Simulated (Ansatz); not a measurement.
# H started in the widest void in rocksalt CaO, 65 atoms, charge −1

These are results of Ansatz 0.2.0, DFT, PBEsol, PAW, plane waves, not measurements.

Command:

```sh
ansatz run in.yaml --threads 8 --pin off --max-ram 118750MiB --runs-dir r --events-out ev --progress --plain --backend cuda --devices 0,
```

The input less its lattice and atoms:

```yaml
crystal:
  symmetry: { detect: false }
kpoints:
  mp_grid: { grid: [1, 1, 1], shift: [0.25, 0.25, 0.25] }
hamiltonian:
  xc: pbesol
total_charge: -1
scf:
  occupations: { method: fermi_dirac, width: 0.01 }
relax:
  f_tol: 0.03
  max_steps: 80
  escape_saddle: false
  adjacent_minimum: "off"
output:
  forces: true
  eigenvalues: true
  populations: true
  charged_corrections: { epsilon: 11.9 }
```

Start:

```
O Ca H
1.0
     9.53520    0.00000    0.00000
     0.00000    9.53520    0.00000
     0.00000    0.00000    9.53520
O Ca H
32 32 1
Direct
  0.25447 0.00116 0.99910
  0.24892 0.00208 0.49792
  0.24944 0.49954 0.99733
  0.24893 0.49898 0.50195
  0.75058 0.00096 0.00059
  0.75097 0.99865 0.50094
  0.74967 0.49997 0.00468
  0.74727 0.49803 0.50148
  0.00322 0.25454 0.00406
  0.00131 0.25183 0.49948
  0.00091 0.75474 0.00145
  0.99911 0.75088 0.49950
  0.50029 0.25014 0.00018
  0.49991 0.24749 0.49754
  0.50390 0.75071 0.00196
  0.50174 0.74814 0.50209
  0.00070 0.00381 0.24927
  0.99926 0.99855 0.75205
  0.00030 0.50325 0.25050
  0.99792 0.50086 0.75232
  0.50013 0.99758 0.25275
  0.50268 0.99898 0.75069
  0.49898 0.50082 0.24841
  0.49764 0.49692 0.75205
  0.24750 0.24631 0.24771
  0.25031 0.24643 0.75022
  0.24629 0.74755 0.25040
  0.25237 0.74592 0.75051
  0.75148 0.25315 0.25170
  0.75139 0.24895 0.75108
  0.75157 0.74910 0.25200
  0.74642 0.74991 0.74747
  0.99972 0.99806 0.00011
  0.00036 0.99944 0.50241
  0.00002 0.49859 0.00363
  0.00336 0.50070 0.50285
  0.49825 0.99771 0.00233
  0.50133 0.00223 0.49959
  0.49716 0.49962 0.00265
  0.50198 0.50200 0.49800
  0.25108 0.24979 0.99880
  0.24800 0.24982 0.49858
  0.25188 0.74651 0.00253
  0.25169 0.75214 0.49729
  0.75383 0.25141 0.99521
  0.74674 0.24901 0.50010
  0.75292 0.74877 0.99953
  0.75188 0.74830 0.50055
  0.24969 0.00175 0.25266
  0.25294 0.99963 0.74714
  0.24912 0.50238 0.24793
  0.25016 0.50066 0.74955
  0.74860 0.99943 0.24650
  0.74979 0.00142 0.75226
  0.74943 0.50105 0.24963
  0.75332 0.49733 0.74964
  0.00108 0.24720 0.24896
  0.99730 0.25121 0.74875
  0.00078 0.75031 0.25024
  0.00040 0.75038 0.74949
  0.50177 0.24851 0.24886
  0.49771 0.25292 0.75071
  0.50361 0.75197 0.25009
  0.49618 0.75263 0.74920
  0.37403 0.37496 0.37539
```

Steps:

| step | energy less the first (eV) | largest force component (eV/Å) |
| --- | --- | --- |
| start | 0.000 | 1.390 |
| 1 | -1.216 | 0.552 |
| 2 | -1.385 | 0.084 |
| 3 | -1.392 | 0.015 |

A structure on the way, about -1.22 eV from the start:

```
O Ca H
1.0
     9.53520    0.00000    0.00000
     0.00000    9.53520    0.00000
     0.00000    0.00000    9.53520
O Ca H
32 32 1
Direct
  0.25348 0.99907 0.99855
  0.24907 0.00039 0.49959
  0.25048 0.50104 0.00033
  0.23728 0.51091 0.51284
  0.75206 0.00020 0.00076
  0.75167 0.99920 0.50056
  0.75256 0.49990 0.00124
  0.74685 0.49947 0.50180
  0.99936 0.25286 0.00074
  0.00225 0.25084 0.50142
  0.99940 0.75341 0.00067
  0.99887 0.75186 0.50091
  0.49995 0.25018 0.00102
  0.51190 0.23672 0.51010
  0.50094 0.75212 0.00113
  0.49994 0.74768 0.50084
  0.99970 0.00123 0.24924
  0.99889 0.99861 0.75113
  0.00177 0.50302 0.24917
  0.99636 0.50018 0.75154
  0.50124 0.99899 0.25093
  0.50016 0.99747 0.75081
  0.51064 0.51257 0.23787
  0.49861 0.49716 0.75070
  0.23781 0.23658 0.23788
  0.25052 0.24779 0.74944
  0.24820 0.74709 0.25012
  0.25241 0.74961 0.75106
  0.74906 0.25064 0.25095
  0.75351 0.24996 0.75279
  0.75145 0.75082 0.25105
  0.75063 0.74996 0.74986
  0.00244 0.99919 0.00037
  0.99960 0.00102 0.50035
  0.00189 0.49845 0.00282
  0.99970 0.49978 0.49937
  0.49881 0.00035 0.00081
  0.50205 0.99939 0.49957
  0.50047 0.49978 0.99941
  0.49381 0.49438 0.49246
  0.24976 0.24911 0.99847
  0.25598 0.25692 0.49230
  0.25023 0.74853 0.00190
  0.25108 0.75028 0.49802
  0.74956 0.25122 0.00018
  0.75077 0.25017 0.49888
  0.74949 0.74793 0.99966
  0.74971 0.74939 0.50130
  0.24974 0.00007 0.25106
  0.25119 0.00206 0.74932
  0.25658 0.49379 0.25716
  0.25073 0.50101 0.75141
  0.75000 0.00099 0.24921
  0.74775 0.00024 0.75031
  0.75186 0.49922 0.24973
  0.74893 0.50009 0.74875
  0.99850 0.24857 0.24995
  0.00166 0.25025 0.74840
  0.00108 0.74938 0.25119
  0.00180 0.74964 0.74984
  0.49378 0.25713 0.25634
  0.49847 0.25169 0.75167
  0.50252 0.75189 0.25040
  0.50033 0.74908 0.74870
  0.37445 0.37524 0.37426
```

End:

```
O Ca H
1.0
     9.53520    0.00000    0.00000
     0.00000    9.53520    0.00000
     0.00000    0.00000    9.53520
O Ca H
32 32 1
Direct
  0.24994 0.99784 0.99811
  0.25038 0.00079 0.50009
  0.25040 0.49983 0.00105
  0.23643 0.51365 0.51388
  0.75042 0.99984 0.00013
  0.75242 0.99781 0.50053
  0.75242 0.50031 0.99809
  0.74938 0.49985 0.50006
  0.99815 0.24967 0.99813
  0.00107 0.25011 0.50009
  0.00015 0.75015 0.00014
  0.99810 0.75217 0.50056
  0.50012 0.25012 0.00107
  0.51390 0.23616 0.51385
  0.50058 0.75216 0.99810
  0.50010 0.74915 0.50007
  0.99815 0.99784 0.24992
  0.00013 0.99986 0.75040
  0.00109 0.49982 0.25035
  0.99808 0.50031 0.75243
  0.50009 0.00079 0.25036
  0.50058 0.99781 0.75241
  0.51391 0.51364 0.23641
  0.50012 0.49985 0.74937
  0.23655 0.23626 0.23650
  0.25043 0.25014 0.74937
  0.25046 0.74908 0.25040
  0.24996 0.75217 0.75244
  0.74934 0.25016 0.25043
  0.75243 0.24967 0.75241
  0.75241 0.75213 0.24995
  0.75042 0.75014 0.75040
  0.00034 0.00005 0.00031
  0.00094 0.00068 0.49978
  0.00096 0.49952 0.00094
  0.99930 0.50087 0.50112
  0.49980 0.00066 0.00093
  0.50113 0.99905 0.50109
  0.50111 0.50085 0.99932
  0.49715 0.49688 0.49705
  0.24941 0.24911 0.99939
  0.25345 0.25318 0.49702
  0.25077 0.74932 0.00091
  0.24933 0.75083 0.50113
  0.74960 0.25048 0.00092
  0.75110 0.24905 0.50112
  0.75018 0.74990 0.00032
  0.74959 0.74931 0.49976
  0.24938 0.99915 0.24936
  0.25077 0.00064 0.74958
  0.25347 0.49669 0.25344
  0.24932 0.50089 0.75109
  0.74960 0.00064 0.25073
  0.75018 0.00007 0.75014
  0.75110 0.50087 0.24929
  0.74957 0.49950 0.74958
  0.99941 0.24909 0.24935
  0.00093 0.25048 0.74959
  0.00093 0.74932 0.25073
  0.00034 0.74990 0.75015
  0.49701 0.25324 0.25348
  0.50115 0.24905 0.75108
  0.50114 0.75081 0.24931
  0.49979 0.74932 0.74959
  0.37533 0.37511 0.37545
```

The calculation finished and met its thresholds.

Time: 4.7 s of wall time on one NVIDIA GB300 with 8 processor threads, on a host shared with other runs; peak host memory 1.8 GiB.

Problem. How much energy did the relaxation gain, and which atom moved most?

Solution. 1.39 eV in 3 steps, from a start with small random displacements (neighbours that lie too close to an added atom are first pushed off); atom 14 (O) moved 0.23 Å, the median atom 0.04 Å (drift of the whole cell removed).

The one k point has no symmetry partners, which can distort the end along one axis.
